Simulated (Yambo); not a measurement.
SiC (Moissanite 3C) in Yambo: convergence with bands in self energy

Crystal: SiC (Moissanite 3C).

```
CELL_PARAMETERS angstrom
0.00000 2.17900 2.17900
2.17900 0.00000 2.17900
2.17900 2.17900 0.00000
ATOMIC_POSITIONS crystal
Si 0.00000 0.00000 0.00000
C 0.75000 0.75000 0.75000
```

- Program: Yambo 5.3.0
- Task: G0W0 quasiparticle levels
- Functional: PBE
- Potentials or basis: PseudoDojo 0.4.1 SR PBE standard
- Cutoff: 1116 eV
- Density cutoff: 4463 eV
- k mesh: 6 × 6 × 6
- Occupations: fixed
- Spin: no spin polarisation
- k mesh of the self-consistent run: 10 × 10 × 10
- Random integration of the Coulomb term: yes
- Direction of the field or of q to 0: x + y + z
- Broadening: 0.1 eV
- States corrected: Γ and the k points of the band edges
- Frequency dependence of W: plasmon pole
- Terminator of the band sum in the self-energy: none
- Quasiparticle equation: linearised (Newton)
- Imaginary frequency of the plasmon-pole fit: 27.2114 eV
- Bands in the response: 154
- Bands in the self-energy: 9
- Cutoff of the response matrix: 12 Ry
- Cutoff of exchange and Vxc: 82 Ry
- Bands corrected (first, last): [2, 5]

These are the settings of the first run; the series varies bands in self energy, with any setting tied to it.

Task: The values tried are 9, 14, 24, 44, 84, 154, loosest first. From which on does the quasiparticle gap at the points computed stay within 0.05 eV of the tightest run that finished?

Result: From 84 on.

| bands in self energy | quasiparticle gap at the points computed (eV) |
| --- | --- |
| 9 | 1.731 |
| 14 | 1.801 |
| 24 | 1.901 |
| 44 | 2.018 |
| 84 | 2.101 |
| 154 | 2.137 |

The tightest run that finished is the yardstick and may itself not be fully converged.

Caveat, for the tightest run too: this version prints the column dSc/dw multiplied by 27.2.
